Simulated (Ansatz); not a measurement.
Al2O3:

```xyz
5
Lattice="3.0175 0.0000 0.0000 -1.5087 2.6132 0.0000 0.0000 0.0000 7.5746" Properties=species:S:1:pos:R:3 pbc="T T T"
Al    0.0000    0.0000    5.4693
Al    0.0000    0.0000    2.1054
O     0.0000    0.0000    3.7873
O     1.5087    0.8711    6.0638
O     0.0000    1.7421    1.5108
```

Measurements of this composition are mostly on another form, of space group No. 167.

Below is the output of Ansatz 0.2.0 for this cell. Logs are shortened: lines on timing, memory, paths and dates and some standing lists are left out, and cuts for length are marked.

```text
Warning: RAYON_NUM_THREADS=2 ignored (pool sized by the plan → 2); use --threads N
Engine: ansatz 0.2.0, aarch64-unknown-linux-gnu
Pseudopotentials: kind: paw
Pseudopotential: Al, paw, valence charge 3, recommended cutoff 500 eV (meta_gga), Al.paw.azcp
Pseudopotential: O, paw, valence charge 6, recommended cutoff 500 eV (meta_gga), O.paw.azcp
Functional definition: r2SCAN
  parameter k0 = 0.174
  parameter k1 = 0.065
  parameter a1 = 4.9479
  exchange = r2scan_x(k0 = k0, k1 = k1, a1 = a1)
  correlation = r2scan_c
Crystal: 5 atoms, lattice volume = 59.729 Å³
Basis set: ecut = 500 eV, 1539 PW (Γ), exchange–correlation on 96×96×240 points (64 copies of the dense FFT grid, shifted against one another)
Bands: 17, of which v1, the nominal top of the filled ones, is band 12 counted from 1 (11 counted from 0)
Symmetry: 12 space group operations
Space group: P-3m1 (ITA 164), of the structure as read, at distance tolerance 3.9e-5 Å
k-points: 50 of 400
Non-local potential: Al, projectors of the file, l = 0: 2, l = 1: 2, l = 2: 1
Non-local potential: O, projectors of the file, l = 0: 2, l = 1: 2, l = 2: 1
PAW form: soft (Blöchl's): semilocal exchange-correlation on the pseudo side does not see the compensation charge
PAW frozen core: Al, regenerated for the run's functional (the file was generated under x = pbe(κ = 0.804, μ = 0.2195149727645171), c = pbe(β = 0.06672455060314922))
PAW frozen core: O, regenerated for the run's functional (the file was generated under x = pbe(κ = 0.804, μ = 0.2195149727645171), c = pbe(β = 0.06672455060314922))
PAW one-centre angular grid: Al, 302 points (default); XC on 160 Gauss nodes
PAW one-centre angular grid: O, 302 points (default); XC on 160 Gauss nodes
Initial density: superposition of atomic densities (neutral atoms: chi_scale 0, normalization atom), corrected by the library's trained network
Initial wavefunctions: pseudopotential atomic-orbital guess
Functional: x = r2scan, c = r2scan; τ floored in thin density (d = 2e-4 eV/Å³)
SCF iter   1: F=—  HF=-2793.689219 eV  |F-HF|=—  |Δ(HF+E_count)|=         —  Δρ=6.58e-3  dr2=3.17e-2  dr2_τ=2.81e-1  ethr=1.77e-3  ⟨swp⟩=6.1  Hψ=5041  notcnv=0
preconditioner: auto → none  [insulator: Δε(μ)=3.162 eV  Ē_g=16.289 eV  σ=0.050 eV  W_gap=1.00  n_scr=4 (ndim 8)  ℏωp=23.5 eV  f_vac=0.039  D(μ)=0.00/eV (n_scr^D=0)  ε∞_Penn≈3.1]
[... 77 lines left out ...]
  E_band       = -72.826778
  E_kinetic    = 588.815169
  E_local      = -1357.488581  (includes V_loc(G=0)·N_el)
  E_nonlocal   = 161.172319
  E_hartree    = 508.416109
  E_xc         = -297.471493
  E_vxc        = -385.634230  (∫ρ·V_xc dr)
  E_paw        = -1428.746216  (= ΣΔE_a)
  E_vpaw       = -120.706749  (= ΣTr[D̂ρ^β])
  E_aug_tail   = 0.003240  (compensation charges beyond the density's cutoff)
  E_vtau       = 24.179742  (kinetic-family band-sum trace: ∫τ·v_τ [+ j·A + Jᵃ·Aᵃ] dr)
  E_ewald      = -968.346277
  E_core_change = -0.216039  (= ΣΔE_core)
  E_smearing   = -0.000000  (= −TS)
  E_closure    = -0.000000  (closes the sum)
  Σ components = -2793.861769   (vs F -2793.861769, Δ=0.00e0)
--- Forces (eV/Å), atoms counted from 1 ---
  atom   1  Al     0.00000000    -0.00000000     0.00004403
  atom   2  Al     0.00000000     0.00000000    -0.00004403
  atom   3  O      0.00000000    -0.00000000     0.00000000
  atom   4  O      0.00000000     0.00000000    -0.00135847
  atom   5  O     -0.00000000     0.00000000     0.00135847
  max |Σ_I F_I| component: 6.94e-17 eV/Å
--- Stress (GPa, compression-positive) ---
       -0.009135       0.000000      -0.000000
        0.000000      -0.009135       0.000000
        0.000000       0.000000      -0.025603
  P = ⅓ Tr σ = -0.0146 GPa (-0.146 kbar)
--- Band table (eV; the first three rows and the last of 50) ---
  k-point 0: bands = ["-16.0447", "-15.8691", "-13.1479", "-1.2222", "0.1020", "0.8553", "0.8553", "0.8657", "0.8657", "2.2585", "4.7954", "4.7954", "7.9353", "10.0309", "12.9794", "16.1378", "16.5153"]
  k-point 1: bands = ["-16.0217", "-15.8948", "-13.1440", "-1.3549", "0.4347", "0.8521", "0.8521", "0.8689", "0.8689", "1.9938", "4.7953", "4.7953", "8.2310", "9.6838", "13.3244", "15.1482", "17.5827"]
  k-point 2: bands = ["-15.9786", "-15.9405", "-13.1400", "-1.4591", "0.8499", "0.8499", "0.8712", "0.8712", "0.8856", "1.5858", "4.7951", "4.7951", "8.8292", "9.0475", "13.9974", "14.2633", "18.0300"]
  k-point 49: bands = ["-15.0006", "-14.9952", "-12.6401", "-2.0903", "-1.7600", "-1.3424", "-1.1104", "0.9455", "1.0519", "1.3610", "3.1583", "3.3849", "12.2200", "12.6244", "13.2282", "16.0392", "16.2752"]
--- Relaxed structure (5 steps of the walk, 5 accepted, 1 SCFs on fresh bases) ---
  F+E_penalty+E_count = -2793.86176916 eV   max|allowed force component| = 1.358e-3 eV/Å   (the final SCF, on the basis selected at the relaxed cell)
  cell:  # Å, volume = 58.6817 Å³
    - [2.9858691130086505, -2.596776906298223e-32, -2.7421779524866872e-18]
    - [-1.4929345565043253, 2.5858385042408, 1.3710889762433386e-18]
    - [-6.883552610624667e-18, -4.789399715610247e-32, 7.6002987220431715]
  atoms:
    - { symbol: Al, position: [-9.531722127576986e-19, -1.3557116841079164e-32, 0.719087070114723] }
    - { symbol: Al, position: [9.531722127576986e-19, 1.791260922674443e-32, 0.28091292988527716] }
    - { symbol: O, position: [0.0, 1.3121598310676257e-33, 0.5] }
    - { symbol: O, position: [0.6666666666666669, 0.3333333333333333, 0.7954713534607852] }
    - { symbol: O, position: [0.33333333333333337, 0.6666666666666669, 0.20452864653921474] }
```

Q: What input gives this log?

A: Relaxation of cell and atoms with r2SCAN, no spin polarisation. The files as run (others can give the same):

input.yaml
```yaml
crystal:
  lattice:
    - [3.017482544, 0.0, 0.0]
    - [-1.508741272, 2.6132165386, 0.0]
    - [0.0, 0.0, 7.5746360022]
  atoms:
    - { symbol: Al, position: [0.0, 0.0, 0.722049] }
    - { symbol: Al, position: [0.0, 0.0, 0.277951] }
    - { symbol: O, position: [0.0, 0.0, 0.5] }
    - { symbol: O, position: [0.6666666667, 0.3333333333, 0.800546] }
    - { symbol: O, position: [0.3333333333, 0.6666666667, 0.199454] }
hamiltonian:
  xc: r2scan
  pseudopotentials: { kind: paw }
kpoints:
  mp_grid: { grid: [10, 10, 4] }
scf:
  occupations: { method: fermi_dirac, width: 0.05 }
output:
  forces: true
  stress: true
  eigenvalues: true
relax:
  f_tol: 0.01
  max_steps: 40
  cell: { stress_tol: 0.05 }
```

Potentials or basis: Ansatz PAW.
The run is started by
```console
$ ansatz run input.yaml --threads 2 --pin off --max-ram 5632MiB --backend cpu --events-out ev --progress --plain --runs-dir out
```

Caveat: the plane-wave basis is chosen anew once the cell has moved, so the energies of steps on either side of that aren't comparable; the PAW data sets come from PBE, with cores solved anew for the run's functional, which leaves a small shift of forces and pressure.
